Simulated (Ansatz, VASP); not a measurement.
# Two plane-wave programs on Zr

```
Zr
1.0
     3.14397    0.00000    0.00000
    -1.57198    2.72275    0.00000
     0.00000    0.00000    5.08946
Zr
2
Direct
  0.33333 0.66667 0.25000
  0.66667 0.33333 0.75000
```

Alike in both runs: task single point; functional LDA; k mesh 12 × 12 × 6; occupations fermi-dirac, width 0.6 eV; no spin polarisation.

|  | VASP | Ansatz |
| --- | --- | --- |
| version | VASP 6.6.1 | Ansatz 0.2.0 |
| potentials or method | VASP PAW LDA potentials, release 64 (Zr_sv) | plane waves (420 eV) with PAW, scalar-relativistic |
| plane-wave cutoff (eV) | 520 | 420 |
| valence electrons in the cell | 24 | 24 |

VASP gave:

```
pressure (GPa)                                  : 5.4
largest component of the traceless stress (GPa) : 1.41
```

Task: Which values does Ansatz return?

Result: Pressure (GPa): 5.3; largest component of the traceless stress (GPa): 1.40.

Ansatz warned: «pseudo_functional_mismatch».
